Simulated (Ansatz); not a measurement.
# H5C16O: the cost of one run

Method: DFT PBE, plane waves, PAW, scalar-relativistic, collinear spin, in Ansatz 0.2.0.

## (1) The system as given

The cell holds 22 atoms (C16H5O): a = 5.049 Å, b = 5.049 Å, c = 16.676 Å, α = 90.00°, β = 90.00°, γ = 60.00°.

The coordinates stand in the first input below.

## (2) Relaxing the start

Contents of input.yaml:

```yaml
crystal:
  lattice:
    - [5.048742, 0.0, 0.0]
    - [2.524371, 4.372339, 0.0]
    - [0.0, 0.0, 16.676426]
  atoms:
    - { symbol: H, position: [0.1666667, 0.1666667, 0.0599649] }
    - { symbol: H, position: [0.6666667, 0.1666667, 0.0599649] }
    - { symbol: H, position: [0.1666667, 0.6666667, 0.0599649] }
    - { symbol: H, position: [0.6666667, 0.6666667, 0.0599649] }
    - { symbol: C, position: [0.1666667, 0.1666667, 0.1259263] }
    - { symbol: C, position: [0.6666667, 0.1666667, 0.1259263] }
    - { symbol: C, position: [0.1666667, 0.6666667, 0.1259263] }
    - { symbol: C, position: [0.6666667, 0.6666667, 0.1259263] }
    - { symbol: C, position: [-0.1666667, 0.3333333, 0.1568253] }
    - { symbol: C, position: [0.3333333, 0.3333333, 0.1568253] }
    - { symbol: C, position: [-0.1666667, 0.8333333, 0.1568253] }
    - { symbol: C, position: [0.3333333, 0.8333333, 0.1568253] }
    - { symbol: C, position: [-0.1666667, 0.3333333, 0.2495223] }
    - { symbol: C, position: [0.3333333, 0.3333333, 0.2495223] }
    - { symbol: C, position: [-0.1666667, 0.8333333, 0.2495223] }
    - { symbol: C, position: [0.3333333, 0.8333333, 0.2495223] }
    - { symbol: C, position: [0.0, 0.0, 0.2804213] }
    - { symbol: C, position: [0.5, 0.0, 0.2804213] }
    - { symbol: C, position: [0.0, 0.5, 0.2804213] }
    - { symbol: C, position: [0.5, 0.5, 0.2804213] }
    - { symbol: O, position: [0.2556135, 0.9228815, 0.3337901], spin: 1.0 }
    - { symbol: H, position: [0.3242209, 0.8878091, 0.3895574] }
magnetization:
  spin_polarized: true
basis:
  ecutwfc: 420.0
kpoints:
  mp_grid: { grid: [2, 2, 1] }
hamiltonian:
  xc: pbe
  pseudopotentials: { kind: paw, azcp: { folder: soft_1 } }
scf:
  occupations: { method: fermi_dirac, width: 0.05 }
  lower_state_search: "off"
relax:
  f_tol: 0.08
  max_steps: 25
  adjacent_minimum: "off"
  constraints: [{ sites: [0, 1, 2, 3, 4, 5, 6, 7, 8, 9, 10, 11] }]
```

Command:

```sh
ansatz run input.yaml --threads 1 --pin off --max-ram 3072MiB --backend cpu --events-out ev --progress --plain --runs-dir out
```

Q: Estimate wall time and peak memory on 1 thread of Arm Neoverse V1, shared host.

About 2.3 min, with a peak of 0.66 GiB.
